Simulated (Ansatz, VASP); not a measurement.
Cu: VASP beside Ansatz

```
CELL_PARAMETERS angstrom
0.00000 1.78191 1.78191
1.78191 0.00000 1.78191
1.78191 1.78191 0.00000
ATOMIC_POSITIONS crystal
Cu 0.00000 0.00000 0.00000
```

Alike in both runs: functional PBEsol; k mesh 18 × 18 × 18; occupations fermi-dirac, width 0.1 eV; no spin polarisation.

Ansatz relaxed the structure, and its values are those at the end. VASP's run is a single point on that final structure, the one shown.

|  | VASP | Ansatz |
| --- | --- | --- |
| version | VASP 6.6.1 | Ansatz 0.2.0 |
| potentials or method | VASP PAW PBE potentials, release 64 (Cu) | PAW with Ansatz's default frozen-core files, scalar-relativistic |
| plane-wave cutoff (eV) | 520 | 420 |
| valence electrons in the cell | 11 | 19 |

```tsv
	VASP	Ansatz	Ansatz less VASP
pressure (GPa)	0.7	0.0	-0.70
```

The two sets of potentials don't hold the same shells in valence.

Caveats: the PAW data sets were made with another functional, which shifts forces and pressure a little (VASP).
